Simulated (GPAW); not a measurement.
# free-standing square Os monolayer, spacing 2.904 A: one coupling from two orders, and a test

Can a spin model with one coupling foretell the energy of a further order of free-standing square Os monolayer, spacing 2.904 A?

Method: PBE; plane waves with GPAW's PAW setups, scalar-relativistic, in GPAW 26.7.0.

### 1. The starting structure

The cell holds 1 atom: 1 Os. Its edges and angles: a = 2.904 Å, b = 2.904 Å, c = 14.000 Å, α = 90.0°, β = 90.0°, γ = 90.0°. model lattice. Vacuum lies along c.

### 2. The parallel order

All energies count from this run.

The input, order1.py:

```python
import json
import numpy as np
from ase import Atoms
from ase.parallel import paropen, parprint
from gpaw import GPAW

atoms = Atoms(['Os'],
    cell=[[2.904, 0.0, 0.0],
         [0.0, 2.904, 0.0],
         [0.0, 0.0, 14.0]],
    scaled_positions=[[0.0, 0.0, 0.5]],
    pbc=True,
    magmoms=[1.0])
atoms.calc = GPAW(mode={'name': 'pw', 'ecut': 550},
    xc='PBE',
    kpts={'size': (10, 10, 1), 'gamma': True},
    occupations={'name': 'fermi-dirac', 'width': 0.1},
    convergence={'density': 1e-05, 'energy': 1e-05},
    maxiter=200,
    symmetry={'tolerance': 1e-4},
    txt='order1.txt')
e = atoms.get_potential_energy(force_consistent=True)
res = {'free_energy': e, 'energy_sigma0': atoms.get_potential_energy(), 'fermi_energy': atoms.calc.get_fermi_level()}
res['moments'] = atoms.get_magnetic_moments().tolist()
res['total'] = atoms.get_magnetic_moment()
parprint('site moments (muB):', np.round(res['moments'], 3))
parprint(f"total moment: {res['total']:.3f} muB")
parprint(f'free energy: {e:.6f} eV')
atoms.calc.write('order1.gpw')
n = atoms.calc.get_pseudo_density()
up, down = (atoms.calc.get_pseudo_density(spin=i) for i in (0, 1))
np.savez('grids.npz', density=n, spin=up - down)
with paropen('results.json', 'w') as f:
    json.dump(res, f)
```

Command:

```sh
$ OMP_NUM_THREADS=1 python3 order1.py > order1.log
```

The log of the run:

```text
site moments (muB): [1.816]
total moment: 2.195 muB
free energy: -6.549346 eV

--- order1.txt ---
Input parameters:
  mode=PW(ecut=550),
  convergence={'density': 1e-05, 'energy': 1e-05},
  kpts=MonkhorstPack(size=(10, 10, 1), gamma=True),
  maxiter=200,
  occupations=Occupations(name='fermi-dirac', width=0.1),
  symmetry=Symmetry(tolerance=0.0001),
  xc=XC(name='PBE')

Diagonalizing LCAO Hamiltonian
[...]
|          3 |        -8.011 |     1.000 |        -7.501 |     1.000 |
|          4 |        -6.082 |     1.000 |        -5.327 |     1.000 |
[...]
|          8 |        -1.827 |     0.000 |        -0.832 |     0.000 |
|          9 |        -1.442 |     0.000 |        -0.489 |     0.000 |
|         10 |         2.075 |     0.000 |         2.206 |     0.000 |
|         11 |         3.121 |     0.000 |         3.226 |     0.000 |

No gap
No difference between direct/indirect transitions


[key lines of the parts left out:]
Free energy:      -6.549346
Converged in 15 steps
dipole moment: (-10.242131, -10.242131, -0.000004)  # |e|*Ang
Fermi level: -2.669
```

Run time: 47 s. Hardware: 1 MPI rank of AMD EPYC 7571, shared host; peak memory 0.21 GiB.

Spin moment in the augmentation sphere by atom:

```
atom  spin moment in the augmentation sphere (μB)
 Os1                                         1.82
```

Numbers from this step:

- magnetization: 2.195 μB
- final state: ferromagnetic

After 15 cycles the largest moment stands at 1.82 μB.

### 3. The orders used for the fit

The other orders were run with the same settings, on meshes that hold the same points. Free energies (smearing 0.1 eV, its entropy term included) are divided by the number of Os atoms; q is in fractions of the reciprocal vectors of the first run's cell.

```
            order  atoms     mesh  free energy (eV)  eV per Os  largest moment (μB)
              F +      1  10×10×1           -6.5493    -6.5493                 1.82
AF q=(0,1/2,0) +-      2   10×5×1          -13.0327    -6.5164                 1.78
```

### 4. Counting neighbours

With E = −Σ J e_i·e_j over ordered pairs of unit vectors, turning a neighbour from parallel to opposed costs 2J a Os atom. So an order lies 2 Σ n J over the parallel one, n being the opposed neighbours in each shell.

```
shell  distance (Å)  neighbours  opposed in AF q=(0,1/2,0) +-  opposed in AF q=(1/2,1/2,0) +-
   J1          2.90           4                             2                               4
   J2          4.11           4                             4                               0
```

Only J1 is kept.

### 5. Solving

```
2 × 2 × J1 = +32.99 meV    (AF q=(0,1/2,0) +-)
J1 = +8.25 meV
```

### 6. The test

The couplings now give the orders that were left out:

```
2 × 4 × (+8.25) = +66.00 meV    (AF q=(1/2,1/2,0) +-)
```

The runs themselves:

```
              order  atoms    mesh  free energy (eV)  eV per Os  largest moment (μB)  over the parallel order (meV)  foretold (meV)
AF q=(1/2,1/2,0) +-      2  5×10×1          -13.0432    -6.5216                 1.58                         +27.76          +66.00
```

### 7. One more shell

The miss asks for the next shell, which takes one more order into the fit and leaves none for a test.

```
2 × 2 × J1 + 2 × 4 × J2 = +32.99 meV    (AF q=(0,1/2,0) +-)
2 × 4 × J1 = +27.76 meV    (AF q=(1/2,1/2,0) +-)
J1 = +3.47 meV
J2 = +2.39 meV
```

### 8. Results

```
J1 (Os–Os at 2.90 Å)                : 8.25 meV
largest miss on the orders left out : 38 meV
J1 with 2 shells                    : 3.47 meV
J2 with 2 shells                    : 2.39 meV
```

The model misses the order left out by 38 meV, 116 % of the span of the orders, so it fails: these couplings alone don't describe the crystal. With the next shell added the couplings are J1 = +3.47 and J2 = +2.39 meV, untested. The first dropped shell that the test feels is J2 at 4.11 Å. The site moments spread by 13 % over the orders, so moments are not rigid and part of the miss lies outside a spin model. In a metal couplings reach far, and the mesh was not tested. The couplings are effective ones: further shells with opposed neighbours are folded into them or show in the miss. No mean-field temperature is given: it needs a model that holds, an unfrustrated order and couplings in all three dimensions.

[Logs and program files are shortened in this print: banners, set-up blocks, solver, clock and traceback lines can be left out without a mark of their own.]

[Logs are printed without paths, hosts, clocks, repeated set-up lines and the standing remarks that a program may print on its own settings, such as how far it seeks lower states.]

[Hosts, paths, dates, database ids (printed as entryN), source tags and the programs' standing remarks are cut or masked in the printed files.]

[Where a cell is said to come from a database of computed structures, the database is the Materials Project.]
